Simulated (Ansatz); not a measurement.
CsPbI$_{3}$ (cubic perovskite)

```
CELL_PARAMETERS angstrom
      6.39047     0.00000     0.00000
      0.00000     6.39047     0.00000
      0.00000     0.00000     6.39047
ATOMIC_POSITIONS crystal
  Cs 0.00000 0.00000 0.00000
  Pb 0.50000 0.50000 0.50000
  I  0.00000 0.50000 0.50000
  I  0.50000 0.50000 0.00000
  I  0.50000 0.00000 0.50000
```

The volume is varied about the relaxed value V₀ at fixed cell shape. Symmetry pins the atoms to their sites.

Level of theory: PBE (plane waves to 420 eV, PAW, scalar-relativistic; Ansatz, a first-principles code). k mesh 5×5×5 (Γ-centred), Fermi-Dirac smearing 0.05 eV. E stands for the smeared free energy. CsPbI3 was relaxed with its symmetry unable to fall. Spin-orbit coupling is left out, though I and Pb are heavy. This is a high-temperature form of CsPbI3. ΔE is measured from the relaxed starting cell.

```json
[
 {"V (Å³/atom)": "49.063", "ΔE (meV/atom)": "9.7"},
 {"V (Å³/atom)": "49.690", "ΔE (meV/atom)": "6.1"},
 {"V (Å³/atom)": "50.316", "ΔE (meV/atom)": "3.3"},
 {"V (Å³/atom)": "50.942", "ΔE (meV/atom)": "1.5"},
 {"V (Å³/atom)": "51.569", "ΔE (meV/atom)": "0.4"},
 {"V (Å³/atom)": "52.195", "ΔE (meV/atom)": "0.0"},
 {"V (Å³/atom)": "52.821", "ΔE (meV/atom)": "0.3"},
 {"V (Å³/atom)": "53.448", "ΔE (meV/atom)": "1.3"},
 {"V (Å³/atom)": "54.074", "ΔE (meV/atom)": "2.9"},
 {"V (Å³/atom)": "54.700", "ΔE (meV/atom)": "5.0"},
 {"V (Å³/atom)": "55.327", "ΔE (meV/atom)": "7.7"}
]
```

Task: What bulk modulus B₀ follows from a third-order Birch-Murnaghan fit?

Result: 14.7 GPa.

Task: What is the fitted pressure derivative B₀′?

Result: 4.7.

(A scan under strain: stresses follow from slopes of the energy per volume, elastic moduli from its curvatures.)
